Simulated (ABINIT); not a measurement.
Input of an ABINIT 10.8.3 (patched build) run:

File run.abi:

```
# Datasets
ndtset 2

# Pseudopotentials
pp_dirpath "./"
pseudos "Zn.upf"

# Structure
acell 3*1.0
rprim
     5.0455687528     0.0000000000     0.0000000000
    -2.5227843764     4.3695907164     0.0000000000
     0.0000000000     0.0000000000     9.3843799349
ntypat 1
znucl 30
natom 2
typat 1 1
xred
            2/3            1/3            3/4
            1/3            2/3            1/4

# Plane-wave basis
ecut 40.0

# k points
ngkpt 12 12 8
nshiftk 1
shiftk 0.0 0.0 0.0

# Exchange and correlation
ixc 11

# Bands and occupations
nband 28
occopt 6
tsmear 0.1 eV

# SCF cycle
nstep 80

# Output
prteig 0
prtebands 0
prtwf 0
prtden 0
prtpot 0

# Dataset 1: ground state
kptopt1 1
tolvrs1 1.0e-15
prtwf1 1
tolwfr1 1.0e-14
nbdbuf1 4
nline1 6

# Dataset 2: response at q = 0 to atomic displacements
rfphon2 1
rfatpol2 1 2
rfdir2 1 1 1
getwfk2 1
kptopt2 2
nqpt2 1
qpt2 0.0 0.0 0.0
tolvrs2 1.0e-9
```

Contents of mrgddb.in:

```
merged_DDB
Zn
2
runo_DS1_DDB
runo_DS2_DDB
```

File anaddb.abi:

```
ddb_filepath "merged_DDB"
output_file "anaddb.abo"
outdata_prefix "ana"
asr 1
chneut 0
dipdip 0
dieflag 0
enunit 0
eivec 1
nph1l 1
qph1l 0.0 0.0 0.0 1.0
```

Potentials or basis: PseudoDojo NC SR PBE v0.4.1 standard.

Command:

```console
$ mpirun --bind-to none -np 4 abinit run.abi > log 2>&1
$ mrgddb < mrgddb.in > mrgddb.log 2>&1
$ anaddb anaddb.abi > anaddb.log 2>&1
```

(1) What does it give for the highest phonon frequency at Γ?

(2) Predict the pressure.

(3) Predict the band gap on the k mesh.

Results:

(1) 143 cm⁻¹.

(2) -1.0 GPa.

(3) none (metal or under the smearing width).
